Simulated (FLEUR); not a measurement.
# GaN under changes of volume

One of the cells (11.444 Å³/atom); the others are scaled copies at fixed shape and fractional positions:

```
Ga N
1.0
     0.00000    2.25350    2.25350
     2.25350    0.00000    2.25350
     2.25350    2.25350    0.00000
Ga N
1 1
Direct
  0.00000 0.00000 0.00000
  0.25000 0.25000 0.25000
```

The cell is a database's computed one.

| Item | Value |
| --- | --- |
| Program | FLEUR MaX-R8.1 (later development tree) |
| Functional | AM05 |
| Potentials or basis | all-electron |
| Basis | FLAPW |
| Kmax | 5.21 1/bohr |
| k mesh | 10 × 10 × 10 |
| Occupations | fermi-dirac, width 0.05 eV |
| Spin | no spin polarisation |

| volume (Å³/atom) | energy over the lowest point (meV/atom) | gap on the mesh (eV) |
| --- | --- | --- |
| 10.757 | 20.68 | 2.16 |
| 10.986 | 7.57 | 2.03 |
| 11.444 | 0.00 | 1.77 |
| 11.902 | 13.24 | 1.53 |
| 12.131 | ? | ? |

Question: What does the run at 12.131 Å³/atom give?

Answer: Energy over the lowest point 26.38 meV/atom; gap on the mesh 1.41 eV.

Worked out: A Birch-Murnaghan fit of order 2 (a polynomial in V^(-2/3)) to the other rows has its minimum at 11.37 Å³/atom with B0 = V·E''(V) = 187 GPa. It gives 26.50 meV/atom at 12.131 Å³/atom, against the run's 26.38. A straight line through the other rows of the gap, of slope -6.24 eV per unit of ln V (its deformation potential), extrapolates to 1.41 eV, against the run's 1.41.

Energies are extrapolated to zero smearing.

Spin-orbit coupling on Ga is left out.
